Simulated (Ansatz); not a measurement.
Bulk crystal (Ag) after relaxation:

```cif
data_structure
_symmetry_space_group_name_H-M 'Fm-3m'
_symmetry_Int_Tables_number 225
_cell_length_a 4.1475
_cell_length_b 4.1475
_cell_length_c 4.1475
_cell_angle_alpha 90.000
_cell_angle_beta 90.000
_cell_angle_gamma 90.000
_cell_volume 71.34
loop_
_atom_site_label
_atom_site_type_symbol
_atom_site_symmetry_multiplicity
_atom_site_Wyckoff_symbol
_atom_site_fract_x
_atom_site_fract_y
_atom_site_fract_z
_atom_site_occupancy
Ag1 Ag 4 a 0.00000 0.00000 0.00000 1
```

Miller indices refer to the conventional cell of Fm-3m (No. 225), a = 4.147 Å, b = 4.147 Å, c = 4.147 Å, α = 90.00°, β = 90.00°, γ = 90.00°.

Consider the (111) slab of 5 planes, 9.6 Å thick with 15 Å of vacuum as cut; outer planes Ag (top) and Ag (bottom), all atoms relaxed.

Method: DFT PBE, scalar-relativistic, plane waves, PAW in Ansatz. Plane waves to 420 eV, a k mesh through Γ of 12×12×1 on the computed 5-atom cell and Gaussian smearing (0.10 eV); no spin polarisation. A dipole correction removes the field between periodic images along c.

(1) Estimate the surface energy (mean of both faces).

(2) Estimate the work function.

(3) The top two planes lie 2.395 Å apart in the bulk. How does relaxation change this?

Results:

(1) 0.77 J/m².

(2) 4.45 eV.

(3) The spacing becomes 2.400 Å (+0.2 %).